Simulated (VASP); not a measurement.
# MgS (F-43m) in VASP: notebook

One crystal, MgS, is run at these levels: LDA; tasks: single point.

Program: VASP 6.6.1. These are calculated values, not measurements. Logs are shortened: lines on timing, memory, paths and dates and some standing lists are left out, and cuts for length are marked.

## Step 1: The crystal as given

It takes space group F-43m (No. 216, cubic). Conventional cell: a = 5.666 Å, b = 5.666 Å, c = 5.666 Å, α = 90.00°, β = 90.00°, γ = 90.00°. S (site symmetry -43m) is surrounded by 4 Mg at 2.45 Å. Around Mg (site symmetry -43m) lie 4 S at 2.45 Å.

The cell comes from a database or a generator and needn't be the stable form of this composition.

## Step 2: Single point, LDA

File INCAR:

```
PREC = Accurate ; ENCUT = 350
EDIFF = 1E-6 ; ISMEAR = 0
SIGMA = 0.05 ; LREAL = False
LASPH = True ; NELM = 100
ALGO = Normal ; ISIF = 2
LWAVE = False ; LCHARG = False
ADDGRID = False
```

File KPOINTS:

```
Automatic mesh
0
Gamma
  5 5 5
```

File POSCAR:

```
MgS
1.0
    0.0000000000      2.8331200468      2.8331200468
    2.8331200468      0.0000000000      2.8331200468
    2.8331200468      2.8331200468      0.0000000000
S Mg
1 1
Direct
    0.2500000000      0.2500000000      0.2500000000
    0.0000000000      0.0000000000      0.0000000000
```

Potentials or basis: VASP PAW LDA potentials, release 64 (S, Mg).

On the command line:

```bash
$ cat potpaw_LDA.64/S/POTCAR potpaw_LDA.64/Mg/POTCAR > POTCAR
$ mpirun -np 1 vasp_std > vasp.out
```

OUTCAR:

```text
PREC = Accurate
   ENCUT = 350
   EDIFF = 1E-6
   ISMEAR = 0
   LREAL = False
   LASPH = True
   NELM = 100
   ISIF = 2

 Found     10 irreducible k-points:

 Following reciprocal coordinates:
            Coordinates               Weight
  0.000000  0.000000  0.000000      1.000000
  0.200000  0.000000  0.000000      8.000000
  0.400000  0.000000  0.000000      8.000000
  0.200000  0.200000  0.000000      6.000000
  0.400000  0.200000  0.000000     24.000000
 -0.400000  0.200000  0.000000     24.000000
   k-points           NKPTS =     10   k-points in BZ     NKDIM =     10   number of bands    NBANDS=      8
   number of dos      NEDOS =    301   number of ions     NIONS =      2
   total plane-waves  NPLWV =  13824
   dimension x,y,z NGX =    24 NGY =   24 NGZ =   24
   dimension x,y,z NGXF=    48 NGYF=   48 NGZF=   48
   ions per type =               1   1
   NGX,Y,Z   is equivalent  to a cutoff of   9.96,  9.96,  9.96 a.u.
   NGXF,Y,Z  is equivalent  to a cutoff of  19.92, 19.92, 19.92 a.u.
 SYSTEM =  unknown system
   PREC   = accura    normal or accurate (medium, high low for compatibility)
   ISTART =      0    job   : 0-new  1-cont  2-samecut
   ICHARG =      2    charge: 1-file 2-atom 10-const
   ISPIN  =      1    spin polarized calculation?
   LNONCOLLINEAR =      F non collinear calculations
   LSORBIT =      F    spin-orbit coupling
   LASPH  =      T    aspherical Exc in radial PAW
   ENCUT  =  350.0 eV  25.72 Ry    5.07 a.u.   6.11  6.11  6.11*2*pi/ulx,y,z
   NELM   =    100;   NELMIN=  2; NELMDL= -5     # of ELM steps
   EDIFF  = 0.1E-05   stopping-criterion for ELM
   LREAL  =      F    real-space projection
   EDIFFG = 0.1E-04   stopping-criterion for IOM
   NSW    =      0    number of steps for IOM
   IBRION =     -1    ionic relax: 0-MD 1-quasi-New 2-CG
   NFREE  =      0    steps in history (QN), initial steepest desc. (CG)
   ISIF   =      2    stress and relaxation
   ISYM   =      2    0-nonsym 1-usesym 2-fastsym
   POTIM  = 0.5000    time-step for ionic-motion
   TEBEG  =    0.0;   TEEND  =   0.0 temperature during run
   PSTRESS=    0.0 pullay stress
   NELECT =       8.0000    total number of electrons
   NUPDOWN=      -1.0000    fix difference up-down
   EMIN   =  10.00;   EMAX   =-10.00  energy-range for DOS
   EFERMI =   0.00;   METHOD = LEGACY
   ISMEAR =     0;   SIGMA  =   0.05  broadening in eV -4-tet -1-fermi 0-gaus
   EFERMI_NEDOS =   21; number of points for ismear=-14 and -15
   IALGO  =     38    algorithm
   IMIX   =      4    mixing-type and parameters
     AMIX     =   0.40;   BMIX     =  1.00
     AMIX_MAG =   1.60;   BMIX_MAG =  1.00
  volume/ion in A,a.u.               =      22.74       153.46
  Fermi-wavevector in a.u.,A,eV,Ry     =   0.917269  1.733386 11.447692  0.841382
  Thomas-Fermi vector in A             =   2.042218
   LORBIT       =      0    0 simple, 1 ext, 2 COOP (PROOUT), +10 PAW based schemes
   GGA     = CA    functional components
   LHFCALC =     F    Hartree Fock is set to
   AEXX    =    0.0000 exact exchange contribution
   IVDW    =     0    specifies the selected vdW correction
   LEPSILON=     F    determine dielectric tensor
   LRPA    =     F    only Hartree local field effects (RPA)
 non-spin polarized calculation
 Gauss-broadening in eV      SIGMA  =   0.05
  energy-cutoff  :      350.00
  volume of cell :       45.48
 maximum number of plane-waves:       687
   NGX = 13   NGY = 13   NGZ = 13

 number of electron       7.9999994 magnetization

 Free energy of the ion-electron system (eV)
  ---------------------------------------------------
  ext. energy  EPLUGINS =         0.00000000
  ---------------------------------------------------
  free energy    TOTEN  =        -9.37462688 eV

  energy without entropy =       -9.37462688  energy(sigma->0) =       -9.37462688

 E-fermi :   1.1522     XC(G=0):  -8.7519

 val. band max:        0.8830084449   @ k =   0.0000   0.0000   0.0000
 cond. band min:       4.0639252604   @ k =   0.0000   0.0000   0.0000
 fundamental gap:      3.1809168155
 Fermi energy:         1.1521772059

 k-point     1 :       0.0000    0.0000    0.0000
  band No.  band energies     occupation
      1     -10.3476      2.00000
      2       0.8830      2.00000
      3       0.8830      2.00000
      4       0.8830      2.00000
      5       4.0639      0.00000
      6       8.6437      0.00000
      7       8.6437      0.00000
      8       8.6437      0.00000

 k-point     2 :       0.2000    0.0000    0.0000
  band No.  band energies     occupation
      1     -10.1311      2.00000
      2      -0.5537      2.00000
      3       0.7578      2.00000
      4       0.7578      2.00000
      5       5.3352      0.00000
      6       8.3687      0.00000
      7       8.9181      0.00000
      8       8.9181      0.00000

 k-point     3 :       0.4000    0.0000    0.0000
  band No.  band energies     occupation
      1      -9.7271      2.00000
      2      -2.0920      2.00000
      3       0.5777      2.00000
      4       0.5777      2.00000
      5       5.7669      0.00000
      6       8.4500      0.00000
      7       8.4500      0.00000
      8       9.0954      0.00000

 k-point     4 :       0.2000    0.2000    0.0000
  band No.  band energies     occupation
      1     -10.0597      2.00000
      2      -0.5012      2.00000
      3       0.4660      2.00000
      4       0.4660      2.00000
      5       5.7125      0.00000
      6       7.5094      0.00000
      7       9.1927      0.00000
      8       9.6665      0.00000

 k-point     5 :       0.4000    0.2000    0.0000
  band No.  band energies     occupation
      1      -9.7118      2.00000
      2      -1.6136      2.00000
      3       0.0185      2.00000
      4       0.2502      2.00000
      5       6.0920      0.00000
      6       7.5876      0.00000
      7       8.5923      0.00000
      8       9.7590      0.00000

 k-point     6 :      -0.4000    0.2000    0.0000
  band No.  band energies     occupation
      1      -9.5591      2.00000
      2      -1.9875      2.00000
      3      -0.4310      2.00000
      4       0.3723      2.00000
      5       6.5076      0.00000
      6       7.4673      0.00000
      7       9.2429      0.00000
      8       9.5440      0.00000

 [... further k-points ...]

------------------------ aborting loop because EDIFF is reached ----------------------------------------

  FORCE on cell =-STRESS in cart. coord.  units (eV):
  Direction    XX          YY          ZZ          XY          YZ          ZX
  --------------------------------------------------------------------------------------
  -------------------------------------------------------------------------------------
  Total       -0.7065480     -0.7065480     -0.7065480     -0.0000000      0.0000000      0.0000000
  in kB      -24.8901410    -24.8901410    -24.8901410     -0.0000000      0.0000000      0.0000000
  external PRESSURE =     -24.8901410 kB  Pullay stress =       0.0000000 kB

 VOLUME and BASIS-vectors are now :
 -----------------------------------------------------------------------------
  energy-cutoff  :      350.00
  volume of cell :       45.48
      direct lattice vectors                 reciprocal lattice vectors
     0.000000000  2.833120047  2.833120047    -0.176483874  0.176483874  0.176483874
     2.833120047  0.000000000  2.833120047     0.176483874 -0.176483874  0.176483874
     2.833120047  2.833120047  0.000000000     0.176483874  0.176483874 -0.176483874

 POSITION                                       TOTAL-FORCE (eV/Angst)
 -----------------------------------------------------------------------------------
      1.41656      1.41656      1.41656         0.000000      0.000000      0.000000
      0.00000      0.00000      0.00000        -0.000000     -0.000000     -0.000000
 -----------------------------------------------------------------------------------
    total drift:                                0.000000      0.000000      0.000000

  FREE ENERGIE OF THE ION-ELECTRON SYSTEM (eV)
  ---------------------------------------------------
  free  energy   TOTEN  =        -9.3746268784 eV

  energy  without entropy=       -9.3746268784  energy(sigma->0) =       -9.37462688
```

Run time: 2.5 s. Hardware: 1 thread of Intel Xeon Platinum 8488C (Sapphire Rapids), shared host; peak memory 0.12 GiB.

The run converged, but some of its settings lie outside the range that counts as converged, so its numbers aren't taken as properties of the crystal.

What came out:

```
Free energy            : -9.3746 eV
Pressure               : -2.5 GPa
Band gap on the k mesh : 3.18 eV, direct
```

## Step 3: Single point, LDA

INCAR is that of step 2.

KPOINTS is that of step 2.

File POSCAR:

```
MgS
1.0
    0.0000000000      2.8331200468      2.8331200468
    2.8331200468      0.0000000000      2.8331200468
    2.8331200468      2.8331200468      0.0000000000
S Mg
1 1
Direct
    0.2346630000      0.2748010000      0.2357280000
   -0.0216520000      0.0237760000     -0.0317750000
```

Potentials or basis: VASP PAW LDA potentials, release 64 (S, Mg).

On the command line:

```bash
$ cat potpaw_LDA.64/S/POTCAR potpaw_LDA.64/Mg/POTCAR > POTCAR
$ mpirun -np 1 vasp_std > vasp.out
```

It took 8.2 s on 1 thread of Intel Xeon Platinum 8488C (Sapphire Rapids), shared host; peak memory 0.13 GiB.

These settings aren't checked as converged: the numbers below hold their error.

Results:

```yaml
Free_energy: -9.3553 eV
Pressure: -2.3 GPa
Largest_force: 0.429 eV/Å
Band_gap_on_the_k_mesh: 3.06 eV, direct
```

## Step 4: Single point, LDA

Edit INCAR of step 3 so:

```diff
@@ -1,2 +1,2 @@
-PREC = Accurate ; ENCUT = 350
+PREC = Accurate ; ENCUT = 550
 EDIFF = 1E-6 ; ISMEAR = 0
```

File KPOINTS:

```
Automatic mesh
0
Gamma
  4 4 4
```

File POSCAR:

```
MgS
1.0
    0.0000000000      2.8331200468      2.8331200468
    2.8331200468      0.0000000000      2.8331200468
    2.8331200468      2.8331200468      0.0000000000
S Mg
1 1
Direct
    0.2500000000      0.2500000000      0.2500000000
    0.0000000000      0.0000000000      0.0000000000
```

Potentials or basis: VASP PAW LDA potentials, release 64 (S, Mg).

On the command line:

```bash
$ cat potpaw_LDA.64/S/POTCAR potpaw_LDA.64/Mg/POTCAR > POTCAR
$ mpirun -np 1 vasp_std > vasp.out
```

OUTCAR:

```text
PREC = Accurate
   ENCUT = 550
   EDIFF = 1E-6
   ISMEAR = 0
   LREAL = False
   LASPH = True
   NELM = 100
   ISIF = 2

 Found      8 irreducible k-points:

 Following reciprocal coordinates:
            Coordinates               Weight
  0.000000  0.000000  0.000000      1.000000
  0.250000  0.000000  0.000000      8.000000
  0.500000  0.000000  0.000000      4.000000
  0.250000  0.250000  0.000000      6.000000
  0.500000  0.250000  0.000000     24.000000
 -0.250000  0.250000  0.000000     12.000000
   k-points           NKPTS =      8   k-points in BZ     NKDIM =      8   number of bands    NBANDS=      8
   number of dos      NEDOS =    301   number of ions     NIONS =      2
   total plane-waves  NPLWV =  32768
   dimension x,y,z NGX =    32 NGY =   32 NGZ =   32
   dimension x,y,z NGXF=    64 NGYF=   64 NGZF=   64
   ions per type =               1   1
   NGX,Y,Z   is equivalent  to a cutoff of  13.28, 13.28, 13.28 a.u.
   NGXF,Y,Z  is equivalent  to a cutoff of  26.56, 26.56, 26.56 a.u.
 SYSTEM =  unknown system
   PREC   = accura    normal or accurate (medium, high low for compatibility)
   ISTART =      0    job   : 0-new  1-cont  2-samecut
   ICHARG =      2    charge: 1-file 2-atom 10-const
   ISPIN  =      1    spin polarized calculation?
   LNONCOLLINEAR =      F non collinear calculations
   LSORBIT =      F    spin-orbit coupling
   LASPH  =      T    aspherical Exc in radial PAW
   ENCUT  =  550.0 eV  40.42 Ry    6.36 a.u.   7.66  7.66  7.66*2*pi/ulx,y,z
   NELM   =    100;   NELMIN=  2; NELMDL= -5     # of ELM steps
   EDIFF  = 0.1E-05   stopping-criterion for ELM
   LREAL  =      F    real-space projection
   EDIFFG = 0.1E-04   stopping-criterion for IOM
   NSW    =      0    number of steps for IOM
   IBRION =     -1    ionic relax: 0-MD 1-quasi-New 2-CG
   NFREE  =      0    steps in history (QN), initial steepest desc. (CG)
   ISIF   =      2    stress and relaxation
   ISYM   =      2    0-nonsym 1-usesym 2-fastsym
   POTIM  = 0.5000    time-step for ionic-motion
   TEBEG  =    0.0;   TEEND  =   0.0 temperature during run
   PSTRESS=    0.0 pullay stress
   NELECT =       8.0000    total number of electrons
   NUPDOWN=      -1.0000    fix difference up-down
   EMIN   =  10.00;   EMAX   =-10.00  energy-range for DOS
   EFERMI =   0.00;   METHOD = LEGACY
   ISMEAR =     0;   SIGMA  =   0.05  broadening in eV -4-tet -1-fermi 0-gaus
   EFERMI_NEDOS =   21; number of points for ismear=-14 and -15
   IALGO  =     38    algorithm
   IMIX   =      4    mixing-type and parameters
     AMIX     =   0.40;   BMIX     =  1.00
     AMIX_MAG =   1.60;   BMIX_MAG =  1.00
  volume/ion in A,a.u.               =      22.74       153.46
  Fermi-wavevector in a.u.,A,eV,Ry     =   0.917269  1.733386 11.447692  0.841382
  Thomas-Fermi vector in A             =   2.042218
   LORBIT       =      0    0 simple, 1 ext, 2 COOP (PROOUT), +10 PAW based schemes
   GGA     = CA    functional components
   LHFCALC =     F    Hartree Fock is set to
   AEXX    =    0.0000 exact exchange contribution
   IVDW    =     0    specifies the selected vdW correction
   LEPSILON=     F    determine dielectric tensor
   LRPA    =     F    only Hartree local field effects (RPA)
 non-spin polarized calculation
 Gauss-broadening in eV      SIGMA  =   0.05
  energy-cutoff  :      550.00
  volume of cell :       45.48
 maximum number of plane-waves:      1363
 NGX is ok and might be reduce to    32
   NGX = 15   NGY = 15   NGZ = 15

 number of electron       8.0000000 magnetization

 Free energy of the ion-electron system (eV)
  ---------------------------------------------------
  ext. energy  EPLUGINS =         0.00000000
  ---------------------------------------------------
  free energy    TOTEN  =        -9.36150021 eV

  energy without entropy =       -9.36150021  energy(sigma->0) =       -9.36150021

 E-fermi :   1.1080     XC(G=0):  -8.7493

 val. band max:        0.8926539805   @ k =   0.0000   0.0000   0.0000
 cond. band min:       4.0677730160   @ k =   0.0000   0.0000   0.0000
 fundamental gap:      3.1751190355
 Fermi energy:         1.1080420339

 k-point     1 :       0.0000    0.0000    0.0000
  band No.  band energies     occupation
      1     -10.3371      2.00000
      2       0.8927      2.00000
      3       0.8927      2.00000
      4       0.8927      2.00000
      5       4.0678      0.00000
      6       8.6437      0.00000
      7       8.6437      0.00000
      8       8.6437      0.00000
[... 45 lines left out ...]
 k-point     6 :      -0.2500    0.2500    0.0000
  band No.  band energies     occupation
      1      -9.6568      2.00000
      2      -1.5992      2.00000
      3      -0.5444      2.00000
      4       0.5373      2.00000
      5       7.0383      0.00000
      6       7.4938      0.00000
      7       8.6538      0.00000
      8       9.4252      0.00000

 [... further k-points ...]

------------------------ aborting loop because EDIFF is reached ----------------------------------------

  FORCE on cell =-STRESS in cart. coord.  units (eV):
  Direction    XX          YY          ZZ          XY          YZ          ZX
  --------------------------------------------------------------------------------------
  -------------------------------------------------------------------------------------
  Total       -0.6869095     -0.6869095     -0.6869095     -0.0000000     -0.0000000      0.0000000
  in kB      -24.1983187    -24.1983187    -24.1983187     -0.0000000     -0.0000000      0.0000000
  external PRESSURE =     -24.1983187 kB  Pullay stress =       0.0000000 kB

 VOLUME and BASIS-vectors are now :
 -----------------------------------------------------------------------------
  energy-cutoff  :      550.00
  volume of cell :       45.48
      direct lattice vectors                 reciprocal lattice vectors
     0.000000000  2.833120047  2.833120047    -0.176483874  0.176483874  0.176483874
     2.833120047  0.000000000  2.833120047     0.176483874 -0.176483874  0.176483874
     2.833120047  2.833120047  0.000000000     0.176483874  0.176483874 -0.176483874

 POSITION                                       TOTAL-FORCE (eV/Angst)
 -----------------------------------------------------------------------------------
      1.41656      1.41656      1.41656         0.000000      0.000000      0.000000
      0.00000      0.00000      0.00000        -0.000000     -0.000000     -0.000000
 -----------------------------------------------------------------------------------
    total drift:                               -0.000000     -0.000000      0.000000

  FREE ENERGIE OF THE ION-ELECTRON SYSTEM (eV)
  ---------------------------------------------------
  free  energy   TOTEN  =        -9.3615002103 eV

  energy  without entropy=       -9.3615002102  energy(sigma->0) =       -9.36150021
```

OSZICAR:

```text
N       E                     dE             d eps       ncg     rms          rms(c)
DAV:   1     0.273652101912E+02    0.27365E+02   -0.37652E+03   136   0.841E+02
DAV:   2    -0.836099221531E+01   -0.35726E+02   -0.34704E+02   176   0.112E+02
DAV:   3    -0.991964831122E+01   -0.15587E+01   -0.15587E+01   144   0.320E+01
DAV:   4    -0.993175515370E+01   -0.12107E-01   -0.12107E-01   208   0.341E+00
DAV:   5    -0.993176356948E+01   -0.84158E-05   -0.84158E-05   144   0.915E-02    0.401E+00
DAV:   6    -0.942015291032E+01    0.51161E+00   -0.14968E+00   128   0.566E+00    0.306E+00
DAV:   7    -0.936639993559E+01    0.53753E-01   -0.23808E-01   152   0.235E+00    0.221E+00
DAV:   8    -0.936184612671E+01    0.45538E-02   -0.10351E-02   136   0.862E-01    0.893E-01
DAV:   9    -0.936145679737E+01    0.38933E-03   -0.10022E-03   144   0.212E-01    0.321E-01
DAV:  10    -0.936149767308E+01   -0.40876E-04   -0.41765E-05   176   0.442E-02    0.766E-02
DAV:  11    -0.936150026513E+01   -0.25920E-05   -0.13246E-05   128   0.210E-02    0.410E-02
DAV:  12    -0.936150021026E+01    0.54867E-07   -0.79513E-07    64   0.515E-03
   1 F= -.93615002E+01 E0= -.93615002E+01  d E =-.115401E-10
```

stdout:

```text
POSCAR found type information on POSCAR S Mg
 POSCAR found :  2 types and       2 ions
 scaLAPACK will be used
 LDA part: xc-table for (Slater(with rela. corr.)+CA(PZ))
 , standard interpolation
 POSCAR, INCAR and KPOINTS ok, starting setup
 FFT: planning ... GRIDC
 FFT: planning ... GRID_SOFT
 FFT: planning ... GRID
 WAVECAR not read
 entering main loop
```

Wall time 4.9 s (1 thread of Intel Xeon Platinum 8488C (Sapphire Rapids), shared host); peak memory 0.14 GiB.

The run converged, but some of its settings lie outside the range that counts as converged, so its numbers aren't taken as properties of the crystal.

Results:

```yaml
Free_energy: -9.3615 eV
Pressure: -2.4 GPa
Band_gap_on_the_k_mesh: 3.18 eV, direct
```

Caveat: the k mesh is coarse (spacing up to 0.48 Å⁻¹), so the values aren't converged.

## Step 5: For comparison

An earlier run on the cell as given: functional PBEsol; potentials or basis VASP PAW PBE potentials, release 64 (S, Mg); cutoff 520 eV; k mesh 8 × 8 × 8; occupations fermi-dirac, width 0.05 eV; no spin polarisation.

* Pressure: -0.5 GPa
* Band gap on the k mesh: 3.29 eV, direct
